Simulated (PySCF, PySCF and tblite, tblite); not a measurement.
# C3H6O2: conformers and averaged spectra, part 2 of 2

PySCF and tblite. Atoms count from 0.

## (8) Couplings, conformer 2: B3LYP/pcJ-1

The job: settings as JSON, then the geometry in Å.

```
{"job": {"xc": "B3LYP", "basis": "pcJ-1", "kind": "j"}, "charge": 0, "multiplicity": 1}
C     -1.305733     0.240154    -0.271689
C     -0.230739    -0.467686     0.556182
C      1.111543    -0.288432    -0.105108
O      1.665864    -1.095568    -0.800274
O      1.634170     0.919024     0.149488
H     -1.343012    -0.173997    -1.276498
H     -2.278663     0.109002     0.194604
H     -1.091039     1.303863    -0.338719
H     -0.447161    -1.533753     0.620953
H     -0.191118    -0.035383     1.556076
H      2.481312     1.025448    -0.310978
```

Log:

```text
coarse grid: 9152 points
cycle   1  E = -268.1774129266  dE =  6.787e-01  |g| = 9.989e-01  |ddm| = 2.557e+00
cycle   2  E = -267.7773537096  dE =  4.001e-01  |g| = 1.792e+00  |ddm| = 1.711e+00
cycle   3  E = -268.3348487708  dE = -5.575e-01  |g| = 3.440e-01  |ddm| = 1.262e+00
cycle   4  E = -268.3558112693  dE = -2.096e-02  |g| = 8.957e-02  |ddm| = 2.428e-01
cycle   5  E = -268.3569332935  dE = -1.122e-03  |g| = 2.865e-02  |ddm| = 5.479e-02
cycle   6  E = -268.3571099981  dE = -1.767e-04  |g| = 5.584e-03  |ddm| = 2.150e-02
cycle   7  E = -268.3571160003  dE = -6.002e-06  |g| = 1.394e-03  |ddm| = 3.939e-03
final grid: 88272 points
cycle   8  E = -268.4163143554  dE = -1.329e-04  |g| = 7.456e-03  |ddm| = 1.499e-02
cycle   9  E = -268.4162966294  dE =  1.773e-05  |g| = 1.192e-02  |ddm| = 1.157e-02
cycle  10  E = -268.4163240051  dE = -2.738e-05  |g| = 2.393e-03  |ddm| = 7.980e-03
cycle  11  E = -268.4163249370  dE = -9.319e-07  |g| = 7.442e-04  |ddm| = 1.753e-03
cycle  12  E = -268.4163250384  dE = -1.014e-07  |g| = 1.997e-04  |ddm| = 4.655e-04
cycle  13  E = -268.4163250449  dE = -6.485e-09  |g| = 2.059e-05  |ddm| = 1.010e-04
cycle  14  E = -268.4163250449  dE = -7.532e-11  |g| = 4.646e-06  |ddm| = 1.761e-05
converged SCF energy = -268.4163250449

Indirect spin-spin couplings (Hz)
  i      j    bonds     total        FC       PSO       DSO        SD
  0 C    1 C    1     30.864    30.710    -0.031     0.186         -
  0 C    2 C    2     -2.617    -2.418    -0.264     0.065         -
  0 C    3 O    3     -0.412    -0.486     0.042     0.032         -
  0 C    4 O    3      0.420     0.377     0.040     0.003         -
  0 C    5 H    1    135.251   133.546     1.073     0.632         -
  0 C    6 H    1    135.269   133.532     1.142     0.594         -
  0 C    7 H    1    135.420   133.729     1.048     0.643         -
  0 C    8 H    2     -4.407    -4.471     0.268    -0.204         -
  0 C    9 H    2     -5.179    -5.243     0.256    -0.192         -
  0 C   10 H    4     -0.415    -0.381     0.430    -0.463         -
  1 C    2 C    1     60.551    61.945    -1.712     0.318         -
  1 C    3 O    2     -2.213    -3.364     1.112     0.039         -
  1 C    4 O    2    -20.594   -20.979     0.386    -0.001         -
  1 C    5 H    2     -3.410    -3.445     0.183    -0.147         -
  1 C    6 H    2     -3.399    -3.455     0.216    -0.160         -
  1 C    7 H    2     -3.956    -4.009     0.195    -0.142         -
  1 C    8 H    1    142.051   140.451     0.715     0.885         -
  1 C    9 H    1    135.684   133.954     0.829     0.902         -
  1 C   10 H    3      7.531     7.642     0.663    -0.774         -
  2 C    3 O    1     30.219    16.216    14.106    -0.103         -
  2 C    4 O    1     34.029    27.396     6.779    -0.146         -
  2 C    5 H    3      2.654     2.608    -0.178     0.224         -
  2 C    6 H    3     12.264    12.212     0.370    -0.318         -
  2 C    7 H    3      2.652     2.646    -0.187     0.193         -
  2 C    8 H    2     -4.335    -4.043    -0.417     0.125         -
  2 C    9 H    2     -6.785    -6.709    -0.209     0.133         -
  2 C   10 H    2     -5.449    -3.946    -0.973    -0.530         -
  3 O    6 H    4     -0.217    -0.192    -0.237     0.212         -
  3 O    8 H    3     -0.595    -0.962     0.336     0.031         -
  3 O    9 H    3     -2.000    -2.250    -0.063     0.313         -
  3 O   10 H    3      1.626    -0.853     2.430     0.048         -
  4 O    8 H    3     -6.915    -6.995    -0.205     0.286         -
  4 O    9 H    3     -0.542    -0.624     0.155    -0.072         -
  4 O   10 H    1    -78.189   -67.618   -10.210    -0.361         -
  5 H    6 H    2    -13.750   -13.822     2.819    -2.748         -
  5 H    7 H    2    -12.988   -13.076     2.693    -2.605         -
  5 H    8 H    3      4.286     4.374     0.367    -0.454         -
  5 H    9 H    3     16.441    16.526     2.766    -2.851         -
  6 H    7 H    2    -13.720   -13.800     2.808    -2.728         -
  6 H    8 H    3      4.291     4.396     0.417    -0.522         -
  6 H    9 H    3      5.068     5.167     0.413    -0.512         -
  7 H    8 H    3     16.034    16.113     2.770    -2.849         -
  7 H    9 H    3      4.349     4.428     0.306    -0.385         -
  8 H    9 H    2    -10.725   -10.871     2.492    -2.346         -
  8 H   10 H    4      3.229     3.427     2.430    -2.628         -
  9 H   10 H    4      0.253     0.429     2.562    -2.738         -
```

Run time: 11 s. Hardware: 1 thread of Intel Xeon 6975P-C, shared host; peak memory 0.85 GiB.

This run: HOMO -7.66 eV, LUMO 0.04 eV; dipole 1.80 D.

## (9) The ensemble: properties at B97-2/pcSseg-1 in chloroform

The job: settings as JSON, then the geometry in Å.

```
{"job": {"study": "conf", "smiles": "CCC(=O)O", "search": {"seed": 7773, "n_embed": 90, "ff_keep": 18, "window": 3.0, "nmax": 10, "temps": [200, 250, 298.15, 350, 400], "t_ref": 298.15, "order": 0.001}, "level": {"nmr": {"xc": "B97-2", "basis": "pcSseg-1", "solvent": "chloroform"}, "sp": {"xc": "B3LYP", "basis": "def2-SVP", "solvent": "chloroform"}, "j": {"xc": "B3LYP", "basis": "pcJ-1"}}, "kind": "conf"}, "charge": 0, "multiplicity": 1}
C     -1.467777     0.192153     0.073197
C     -0.165292    -0.583737    -0.056487
C      1.038884     0.321562    -0.009687
O      1.026856     1.515376     0.109832
O      2.180450    -0.377328    -0.120827
H     -1.490938     0.734361     1.014648
H     -1.556800     0.915381    -0.732914
H     -2.316549    -0.485238     0.035122
H     -0.127809    -1.134638    -0.998882
H     -0.060662    -1.314114     0.748771
H      2.945062     0.218892    -0.088735
```

Log:

```text
conformer  sym    E(xTB)   E(DFT)   G(298.15 K)  weight  dipole/D
    1     Cs      0.000    0.000    0.000   0.8902    1.879
    2     C1      0.380    1.315    1.240   0.1098    2.023

mean shielding (ppm) by class
class atoms           200 K      250 K   298.15 K      350 K      400 K
  0 C  0            175.304    175.151    174.982    174.801    174.637
  1 C  1            157.247     157.11    156.958    156.794    156.647
  2 C  2              7.878      7.864      7.849      7.832      7.818
  3 O  3            -70.841    -70.977    -71.129    -71.292    -71.438
  4 O  4             127.47    127.505    127.543    127.584    127.621
  5 H  5,6,7         30.655     30.644     30.632     30.619     30.607
  6 H  8,9            29.26     29.265     29.271     29.277     29.283
  7 H  10             25.12     25.126     25.132     25.138     25.144
```

Wall time 45 s (1 thread of Intel Xeon 6975P-C, shared host). This counts the runs that the step sums up.

The search (ETKDG, MMFF94s, GFN2-xTB) embedded 90 structures, kept 2 distinct ones after the force field and 2 after xTB; 2 were carried on (window 3.0 kcal/mol at the search's own energies). Energies: B3LYP/def2-SVP in chloroform with D3(BJ).

The conformers at 298 K:

| no. | group | mirror pair | ΔE xTB | ΔE DFT | ΔG | weight (%) | μ (D) | C0–C1–C2–O4 (°) | O3–C2–O4–H10 (°) | A, B, C (GHz) |
| --- | --- | --- | --- | --- | --- | --- | --- | --- | --- | --- |
| 1 | Cs | no | 0.00 | 0.00 | 0.00 | 89.0 | 1.88 | 180 | 0 | 10.25, 3.86, 2.90 |
| 2 | C1 | yes | 0.38 | 1.31 | 1.24 | 11.0 | 2.02 | 79 | 1 | 8.61, 3.98, 3.22 |

Energies in kcal/mol. ΔG holds xTB vibrations and rotation, symmetry numbers and mirror pairs.

Weights (%) by temperature:

| no. | 200 K | 250 K | 298 K | 350 K | 400 K |
| --- | --- | --- | --- | --- | --- |
| 1 | 96.7 | 93.0 | 89.0 | 84.7 | 80.8 |
| 2 | 3.3 | 7.0 | 11.0 | 15.3 | 19.2 |

How the weights hang on the way they are made:

| scheme | 1 | 2 | mean μ (D) |
| --- | --- | --- | --- |
| DFT free energy | 89 | 11 | 1.90 |
| DFT energy, symmetry counted | 82 | 18 | 1.91 |
| DFT energy alone | 90 | 10 | 1.89 |
| xTB energy, symmetry counted | 49 | 51 | 1.95 |
| xTB free energy | 63 | 37 | 1.93 |
| lowest conformer only | 100 | 0 | 1.88 |
| equal weights | 50 | 50 | 1.95 |

Shifts against references run at the same level (¹H TMS 31.80, ¹³C TMS 186.8 ppm of shielding), by class of atoms, at 298 K:

| atoms | environment | no. 1 | no. 2 | average |
| --- | --- | --- | --- | --- |
| C2 | carboxylic acid carbon | 178.9 | 179.3 | 179.0 |
| C1 | sp3 CH2 α to a carbonyl | 29.5 | 33.2 | 29.9 |
| C0 | methyl carbon | 11.4 | 15.6 | 11.9 |
| H10 | hydrogen on an acid hydroxyl oxygen | 6.69 | 6.54 | 6.67 |
| H8, H9 | hydrogen on an sp3 CH2 α to a carbonyl | 2.55 | 2.40 | 2.53 |
| H5, H6, H7 | hydrogen on a methyl carbon | 1.14 | 1.44 | 1.17 |
| O3 | carbonyl oxygen | -70.7 (σ) | -74.5 (σ) | -71.1 (σ) |
| O4 | acid hydroxyl oxygen | 127.4 (σ) | 128.4 (σ) | 127.5 (σ) |

Couplings (Hz, B3LYP/pcJ-1; one pair named for each class), from conformers that hold 100 % of the weight:

| pair | bonds | no. 1 | no. 2 | average |
| --- | --- | --- | --- | --- |
| C1–H8 | 1 | 134.1 | 138.9 | 134.6 |
| C0–H5 | 1 | 134.5 | 135.3 | 134.6 |
| O4–H10 | 1 | -77.8 | -78.2 | -77.8 |
| C1–C2 | 1 | 58.7 | 60.5 | 58.9 |
| C0–C1 | 1 | 36.6 | 30.9 | 36.0 |
| C2–O4 | 1 | 33.8 | 34.0 | 33.8 |
| C2–O3 | 1 | 29.8 | 30.2 | 29.9 |
| C1–O4 | 2 | -19.8 | -20.6 | -19.9 |
| H8–H9 | 2 | -19.4 | -10.7 | -18.4 |
| H5–H6 | 2 | -13.6 | -13.5 | -13.6 |
| C2–H8 | 2 | -7.2 | -5.6 | -7.0 |
| C2–H10 | 2 | -5.4 | -5.5 | -5.4 |
| C1–H5 | 2 | -3.9 | -3.6 | -3.9 |
| C0–H8 | 2 | -3.3 | -4.8 | -3.4 |
| C1–O3 | 2 | -1.4 | -2.2 | -1.5 |
| H5–H8 | 3 | 7.9 | 8.4 | 7.9 |
| C1–H10 | 3 | 7.3 | 7.5 | 7.3 |
| C2–H5 | 3 | 6.0 | 5.9 | 6.0 |
| C0–O4 | 3 | -2.4 | 0.4 | -2.1 |
| O3–H10 | 3 | 1.6 | 1.6 | 1.6 |
| O3–H8 | 3 | -1.2 | -1.3 | -1.2 |
| C0–O3 | 3 | -1.2 | -0.4 | -1.1 |
| C0–H10 | 4 | 1.7 | -0.4 | 1.5 |

Effective distances for nuclear Overhauser effects, ⟨r⁻⁶⟩^(−1/6) over all pairs of two classes (Å): H5···H8 2.62; H8···H10 3.49; H5···H10 4.62.

## (10) Results

This closing draws on all 2 parts.

| quantity | value |
| --- | --- |
| conformers | 2; the first in weight is no. 1 (Cs), 89 % at 298 K |
| root-mean-square dipole | 1.90 D |
| averaged ¹³C shifts (B97-2/pcSseg-1 in chloroform) | 179.0, 29.9, 11.9 ppm |
| averaged ¹H shifts (B97-2/pcSseg-1 in chloroform) | 6.67, 2.53, 1.17 ppm |

What this shows: At 298 K conformer 1 holds 89 % of the ensemble (97 % at 200 K, 81 % at 400 K). Among conformers over 5 %, C0 differs by 4.2 ppm, while the average moves by 0.7 ppm from 200 to 400 K. Among vicinal couplings, C0–O4 differs most between the conformers listed (-2.4 for no. 1, 0.4 for no. 2; average -2.1 Hz). Protons on O, N, S or Se exchange and bind to solvent, so their values hold for the lone molecule only.
